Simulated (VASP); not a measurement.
# Be2C (Fm-3m) in VASP: further runs

Runs on Be2C. Level: PBE. Tasks: single point, relaxation of cell and atoms.

Program: VASP 6.6.1. These are calculated values, not measurements. Logs are shortened: lines on timing, memory, paths and dates and some standing lists are left out, and cuts for length are marked.

### Step 1. Starting point

Symmetry: Fm-3m, No. 225, cubic system. The conventional cell has a = 4.328 Å, b = 4.328 Å, c = 4.328 Å, α = 90.00°, β = 90.00°, γ = 90.00°. Be (site symmetry -43m) is surrounded by 4 C at 1.87 Å. Around C (site symmetry m-3m) lie 8 Be at 1.87 Å.

### Step 2. Single point, PBE

Contents of INCAR:

```
PREC = Accurate ; ENCUT = 520
EDIFF = 1E-6 ; ISMEAR = 0
SIGMA = 0.02 ; LREAL = False
LASPH = True ; NELM = 80
ALGO = Normal ; ISIF = 2
LWAVE = False ; LCHARG = True
GGA = PE ; LELF = True
LVHAR = True ; NBANDS = 11
```

Contents of KPOINTS:

```
regular mesh
0
Gamma
  12 12 12
```

Contents of POSCAR:

```
Be2C
1.0
    0.0000000000      2.1642401185      2.1642401185
    2.1642401185      0.0000000000      2.1642401185
    2.1642401185      2.1642401185      0.0000000000
Be C
2 1
Direct
    0.2500000000      0.2500000000      0.2500000000
    0.7500000000      0.7500000000      0.7500000000
    0.0000000000      0.0000000000      0.0000000000
```

Potentials or basis: VASP PAW PBE potentials, release 64 (Be, C).

Launch:

```
$ cat potpaw_PBE.64/Be/POTCAR potpaw_PBE.64/C/POTCAR > POTCAR
$ mpirun -np 1 vasp_std > vasp.out
```

OUTCAR:

```text
PREC = Accurate
   ENCUT = 520
   EDIFF = 1E-6
   ISMEAR = 0
   LREAL = False
   LASPH = True
   NELM = 80
   ISIF = 2
   GGA = PE

 ion  position               nearest neighbor table
   1  0.250  0.250  0.250-   3 1.87   3 1.87   3 1.87   3 1.87   2 2.16   2 2.16   2 2.16   2 2.16
                             2 2.16   2 2.16
   2  0.750  0.750  0.750-   3 1.87   3 1.87   3 1.87   3 1.87   1 2.16   1 2.16   1 2.16   1 2.16
                             1 2.16   1 2.16
   3  0.000  0.000  0.000-   2 1.87   2 1.87   2 1.87   1 1.87   1 1.87   1 1.87   2 1.87   1 1.87

  LATTYP: Found a face centered cubic cell.
 ALAT       =     4.3284802370

  Lattice vectors:

 A1 = (   0.0000000000,   2.1642401185,   2.1642401185)
 A2 = (   2.1642401185,   0.0000000000,   2.1642401185)
 A3 = (   2.1642401185,   2.1642401185,   0.0000000000)

Analysis of symmetry for initial positions (statically):
=====================================================================
 Subroutine PRICEL returns:
 Original cell was already a primitive cell.

 Routine SETGRP: Setting up the symmetry group for a
 face centered cubic supercell.

 Subroutine GETGRP returns: Found 48 space group operations
 (whereof 48 operations were pure point group operations)
 out of a pool of 48 trial point group operations.

The static configuration has the point symmetry O_h .

Analysis of symmetry for dynamics (positions and initial velocities):
=====================================================================
 Subroutine PRICEL returns:
 Original cell was already a primitive cell.

 Routine SETGRP: Setting up the symmetry group for a
 face centered cubic supercell.

 Subroutine GETGRP returns: Found 48 space group operations
 (whereof 48 operations were pure point group operations)
 out of a pool of 48 trial point group operations.

The dynamic configuration has the point symmetry O_h .

 Subroutine INISYM returns: Found 48 space group operations
 (whereof 48 operations are pure point group operations),
 and found     1 'primitive' translations

----------------------------------------------------------------------------------------

                                     Primitive cell

  volume of cell :      20.2743

  direct lattice vectors                    reciprocal lattice vectors
     0.000000000  2.164240118  2.164240118    -0.231027969  0.231027969  0.231027969
     2.164240118  0.000000000  2.164240118     0.231027969 -0.231027969  0.231027969
     2.164240118  2.164240118  0.000000000     0.231027969  0.231027969 -0.231027969

  length of vectors
     3.060697728  3.060697728  3.060697728     0.400152181  0.400152181  0.400152181

  position of ions in fractional coordinates (direct lattice)
     0.250000000  0.250000000  0.250000000
     0.750000000  0.750000000  0.750000000
     0.000000000  0.000000000  0.000000000

  ion indices of the primitive-cell ions
   primitive index   ion index
                 1           1
                 2           2
                 3           3

----------------------------------------------------------------------------------------

 KPOINTS: regular mesh

Automatic generation of k-mesh.
 Grid dimensions read from file:
 generate k-points for:   12   12   12

 Generating k-lattice:

  Cartesian coordinates                     Fractional coordinates (reciprocal lattice)
    -0.019252331  0.019252331  0.019252331     0.083333333  0.000000000  0.000000000
     0.019252331 -0.019252331  0.019252331     0.000000000  0.083333333  0.000000000
     0.019252331  0.019252331 -0.019252331     0.000000000  0.000000000  0.083333333

  Length of vectors
     0.033346015  0.033346015  0.033346015

  Shift w.r.t. Gamma in fractional coordinates (k-lattice)
     0.000000000  0.000000000  0.000000000

 Subroutine IBZKPT returns following result:
 ===========================================

 Found     72 irreducible k-points:

 Following reciprocal coordinates:
            Coordinates               Weight
  0.000000  0.000000  0.000000      1.000000
  0.083333  0.000000  0.000000      8.000000
  0.166667  0.000000  0.000000      8.000000
  0.250000  0.000000  0.000000      8.000000
  0.333333  0.000000  0.000000      8.000000
  0.416667  0.000000  0.000000      8.000000
[... 16 lines left out ...]
  0.500000  0.166667  0.000000     24.000000
 -0.416667  0.166667  0.000000     24.000000
 [... further k-points ...]
   k-points           NKPTS =     72   k-points in BZ     NKDIM =     72   number of bands    NBANDS=     11
   number of dos      NEDOS =    301   number of ions     NIONS =      3
   total plane-waves  NPLWV =  13824
   dimension x,y,z NGX =    24 NGY =   24 NGZ =   24
   dimension x,y,z NGXF=    48 NGYF=   48 NGZF=   48
   ions per type =               2   1
   NGX,Y,Z   is equivalent  to a cutoff of  13.04, 13.04, 13.04 a.u.
   NGXF,Y,Z  is equivalent  to a cutoff of  26.07, 26.07, 26.07 a.u.
 SYSTEM =  unknown system
   PREC   = accura    normal or accurate (medium, high low for compatibility)
   ISTART =      0    job   : 0-new  1-cont  2-samecut
   ICHARG =      2    charge: 1-file 2-atom 10-const
   ISPIN  =      1    spin polarized calculation?
   LNONCOLLINEAR =      F non collinear calculations
   LSORBIT =      F    spin-orbit coupling
   LASPH  =      T    aspherical Exc in radial PAW
   ENCUT  =  520.0 eV  38.22 Ry    6.18 a.u.   5.69  5.69  5.69*2*pi/ulx,y,z
   NELM   =     80;   NELMIN=  2; NELMDL= -5     # of ELM steps
   EDIFF  = 0.1E-05   stopping-criterion for ELM
   LREAL  =      F    real-space projection
   EDIFFG = 0.1E-04   stopping-criterion for IOM
   NSW    =      0    number of steps for IOM
   IBRION =     -1    ionic relax: 0-MD 1-quasi-New 2-CG
   NFREE  =      0    steps in history (QN), initial steepest desc. (CG)
   ISIF   =      2    stress and relaxation
   ISYM   =      2    0-nonsym 1-usesym 2-fastsym
   POTIM  = 0.5000    time-step for ionic-motion
   TEBEG  =    0.0;   TEEND  =   0.0 temperature during run
   PSTRESS=    0.0 pullay stress
   NELECT =       8.0000    total number of electrons
   NUPDOWN=      -1.0000    fix difference up-down
   EMIN   =  10.00;   EMAX   =-10.00  energy-range for DOS
   EFERMI =   0.00;   METHOD = LEGACY
   ISMEAR =     0;   SIGMA  =   0.02  broadening in eV -4-tet -1-fermi 0-gaus
   EFERMI_NEDOS =   21; number of points for ismear=-14 and -15
   IALGO  =     38    algorithm
   IMIX   =      4    mixing-type and parameters
     AMIX     =   0.40;   BMIX     =  1.00
     AMIX_MAG =   1.60;   BMIX_MAG =  1.00
  volume/ion in A,a.u.               =       6.76        45.61
  Fermi-wavevector in a.u.,A,eV,Ry     =   1.200760  2.269107 19.617200  1.441824
  Thomas-Fermi vector in A             =   2.336587
   LORBIT       =      0    0 simple, 1 ext, 2 COOP (PROOUT), +10 PAW based schemes
   GGA     = PE    functional components
   LHFCALC =     F    Hartree Fock is set to
   AEXX    =    0.0000 exact exchange contribution
   IVDW    =     0    specifies the selected vdW correction
   LEPSILON=     F    determine dielectric tensor
   LRPA    =     F    only Hartree local field effects (RPA)
 non-spin polarized calculation
 Gauss-broadening in eV      SIGMA  =   0.02
  energy-cutoff  :      520.00
  volume of cell :       20.27
 maximum number of plane-waves:       568
   NGX = 11   NGY = 11   NGZ = 11

 number of electron       8.0000000 magnetization

 Free energy of the ion-electron system (eV)
  ---------------------------------------------------
  ext. energy  EPLUGINS =         0.00000000
  ---------------------------------------------------
  free energy    TOTEN  =       -17.45577127 eV

  energy without entropy =      -17.45577127  energy(sigma->0) =      -17.45577127

 E-fermi :   7.8408     XC(G=0): -11.4405

 val. band max:        7.7342196898   @ k =   0.0000   0.0000   0.0000
 cond. band min:       8.8918637096   @ k =   0.5000   0.5000   0.0000
 fundamental gap:      1.1576440198
 Fermi energy:         7.8408438680

 k-point     1 :       0.0000    0.0000    0.0000
  band No.  band energies     occupation
      1      -7.3093      2.00000
      2       7.7342      2.00000
      3       7.7342      2.00000
      4       7.7342      2.00000
      5      11.8627      0.00000
      6      11.8627      0.00000
      7      11.8627      0.00000
      8      14.4904      0.00000
      9      20.9068      0.00000
     10      20.9068      0.00000
     11      20.9068      0.00000

 k-point     2 :       0.0833    0.0000    0.0000
  band No.  band energies     occupation
      1      -7.1983      2.00000
      2       6.7551      2.00000
      3       7.5139      2.00000
      4       7.5139      2.00000
      5      12.1844      0.00000
      6      12.1844      0.00000
      7      12.5006      0.00000
      8      14.7545      0.00000
      9      20.0896      0.00000
     10      20.0896      0.00000
     11      21.1742      0.00000

 k-point     3 :       0.1667    0.0000    0.0000
  band No.  band energies     occupation
      1      -6.8682      2.00000
      2       4.8755      2.00000
      3       7.0424      2.00000
      4       7.0424      2.00000
      5      12.8340      0.00000
      6      12.8340      0.00000
      7      13.3410      0.00000
      8      15.5050      0.00000
      9      19.1083      0.00000
     10      19.1083      0.00000
     11      21.9432      0.00000
[... 267 lines left out ...]
 k-point    23 :       0.5000    0.1667    0.0000
  band No.  band energies     occupation
      1      -4.3486      2.00000
      2      -0.3014      2.00000
      3       4.4719      2.00000
      4       4.8700      2.00000
      5      12.1866      0.00000
      6      14.7942      0.00000
      7      16.1339      0.00000
      8      17.4611      0.00000
      9      20.6092      0.00000
     10      22.4420      0.00000
     11      24.8909      0.00000

 k-point    24 :      -0.4167    0.1667    0.0000
  band No.  band energies     occupation
      1      -4.2113      2.00000
      2      -0.5161      2.00000
      3       4.1016      2.00000
      4       5.1961      2.00000
      5      12.4614      0.00000
      6      14.4995      0.00000
      7      16.0799      0.00000
      8      18.4785      0.00000
      9      20.6886      0.00000
     10      21.0087      0.00000
     11      24.7259      0.00000

 [... further k-points ...]
[... 5 lines left out ...]
  --------------------------------------------------------------------------------------
  -------------------------------------------------------------------------------------
  Total        0.0486874      0.0486874      0.0486874      0.0000000      0.0000000      0.0000000
  in kB        3.8475174      3.8475174      3.8475174      0.0000000      0.0000000      0.0000000
  external PRESSURE =       3.8475174 kB  Pullay stress =       0.0000000 kB

 VOLUME and BASIS-vectors are now :
 -----------------------------------------------------------------------------
  energy-cutoff  :      520.00
  volume of cell :       20.27
      direct lattice vectors                 reciprocal lattice vectors
     0.000000000  2.164240118  2.164240118    -0.231027969  0.231027969  0.231027969
     2.164240118  0.000000000  2.164240118     0.231027969 -0.231027969  0.231027969
     2.164240118  2.164240118  0.000000000     0.231027969  0.231027969 -0.231027969

 POSITION                                       TOTAL-FORCE (eV/Angst)
 -----------------------------------------------------------------------------------
      1.08212      1.08212      1.08212         0.000000      0.000000      0.000000
      3.24636      3.24636      3.24636        -0.000000     -0.000000     -0.000000
      0.00000      0.00000      0.00000        -0.000000      0.000000     -0.000000
 -----------------------------------------------------------------------------------
    total drift:                               -0.000000     -0.000000      0.000000

  FREE ENERGIE OF THE ION-ELECTRON SYSTEM (eV)
  ---------------------------------------------------
  free  energy   TOTEN  =       -17.4557712733 eV

  energy  without entropy=      -17.4557712733  energy(sigma->0) =      -17.45577127
```

It took 5.5 s on 1 thread of Intel Xeon 6975P-C (Granite Rapids), shared host; peak memory 0.13 GiB.

What came out:

| Property | Result |
| --- | --- |
| Free energy | -17.4558 eV |
| Pressure | 0.4 GPa |
| Band gap on the k mesh | 1.16 eV, indirect (least direct gap 4.13 eV) |

Levels at points of the mesh, in eV from the valence-band top:
| k point | band 1 | band 2 | band 3 | band 4 | band 5 | band 6 | band 7 | band 8 |
| --- | --- | --- | --- | --- | --- | --- | --- | --- |
| (0.00, 0.00, 0.00) | -15.04 | 0.00 | 0.00 | 0.00 | 4.13 | 4.13 | 4.13 | 6.76 |
| (0.50, 0.00, 0.00) | -12.18 | -8.73 | -1.83 | -1.83 | 5.01 | 5.01 | 7.01 | 9.82 |
| (0.50, 0.50, 0.00) | -11.43 | -6.78 | -4.73 | -4.73 | 1.16 | 5.73 | 13.26 | 13.26 |

A k mesh can miss the band edges. PBE gaps usually lie below the measured ones, often by a third to a half.

(Part 1 of 2 ends here.)
